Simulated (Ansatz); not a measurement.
Basis-set extrapolation for C$_{4}$H$_{10}$O, SMILES `CCCCO` (PBE0-D4/def2-TZVP geometry, frozen core, Ansatz). Multiplicity 1, RHF reference.

|  | def2-TZVPP | def2-QZVPP |
| --- | --- | --- |
| HF | -232.244257 | -232.255500 |
| MP2 correlation | -0.948359 | -1.012138 |
| CCSD(T) correlation | -1.035250 | not run |

Energies in hartree. Use E(X) = E(∞) + A·exp(−7.88·√X) for Hartree–Fock and E(X) = E(∞) + B·X^(−2.97) for correlation, with X = 3 and 4, and add CCSD(T) minus MP2 of the smaller set to the MP2 limit.

Problem. What is the CCSD(T) energy at the basis-set limit?

Solution. HF limit: -232.255500 + (-0.011243) × 0.13774 = -232.25705. MP2 limit: -1.012138 + (-0.063779) × 0.74074 = -1.05938. Higher-order term: -1.035250 − (-0.948359) = -0.08689. Total: -233.40332 hartree, 325.1 kJ/mol below CCSD(T)/def2-TZVPP.
